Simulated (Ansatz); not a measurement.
**Tl: distorted cells**

Level of theory: Ansatz 0.2.0, DFT PBE, scalar-relativistic, plane waves, PAW.

Cutoff 420 eV; k points 14×14×14 on the computed 1-atom cell (Γ-centred); Gaussian smearing, width 0.10 eV; no spin polarisation.

Reference cell:

```yaml
crystal:
  lattice:
    - [0.00000, 2.46634, 2.46634]
    - [2.46634, 0.00000, 2.46634]
    - [2.46634, 2.46634, 0.00000]
  atoms:
    - { symbol: Tl, position: [0.00000, 0.00000, 0.00000] }
```

Each variant moves atoms of this cell by the vectors given, if any (Å), and then applies a symmetric strain (tensor components, Cartesian axes). The reference cell isn't relaxed at this level. Energies are per atom at zero smearing, counted from the lowest variant. Pressure is positive in compression.

1. strain (xx yy zz yz xz xy, %) 0.41 0.41 0.41 0.00 0.00 0.00
2. strain (xx yy zz yz xz xy, %) -2.12 -2.98 -2.75 0.16 0.03 0.14
3. strain (xx yy zz yz xz xy, %) 3.91 2.59 2.59 -6.00 -0.20 0.20

```
result  ΔE (meV/atom) P (GPa)
     A            0.0     0.74
     B           39.5     4.34
     C           12.4    -0.92
```

(1) Which variant gave which result?

Spin–orbit coupling is left out, which can shift energies with elements as heavy as these.

Results:

(1) A is 1, B is 2, C is 3. The pressure falls as the cell grows: from the smallest volume to the largest the variants are 2, 1, 3.

This fcc form isn't the element's structure at ambient conditions.